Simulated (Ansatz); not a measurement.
Crystal: Rh.

```xyz
1
Lattice="0.0000 1.8979 1.8979 1.8979 0.0000 1.8979 1.8979 1.8979 0.0000" Properties=species:S:1:pos:R:3 pbc="T T T"
Rh    0.0000    0.0000    0.0000
```

```yaml
Program: Ansatz 0.2.0
Task: relaxation of cell and atoms
Functional: revPBE
Dispersion: D4
Potentials_or_basis: all-electron LAPW, scalar-relativistic
Basis_error_allowed: 0.001 eV/atom
k_mesh: 12 × 12 × 12
Occupations: fermi-dirac, width 0.05 eV
Spin: no spin polarisation
```

At the start: volume 13.67 Å³/atom.

**Question.** Where does the relaxation end?

**Answer.** Over 5 steps the energy falls by 4.3 meV/atom and the volume is 13.42 Å³/atom (-1.9 %); space group Fm-3m (No. 225, to 0.05 Å).

Step by step:
| step | energy change (eV) | largest force (eV/Å) | volume (Å³) |
| --- | --- | --- | --- |
| 1 | 0.0000 | 0.0000 | 13.67 |
| 2 | -0.0014 | 0.0000 | 13.21 |
| 3 | -0.0043 | 0.0000 | 13.42 |
| 4 | -0.0043 | 0.0000 | 13.42 |
| 5 | -0.0043 | 0.0000 | 13.42 |

Final structure:
```
CELL_PARAMETERS angstrom
0.00000 1.88601 1.88601
1.88601 0.00000 1.88601
1.88601 1.88601 0.00000
ATOMIC_POSITIONS crystal
Rh 0.00000 0.00000 0.00000
```
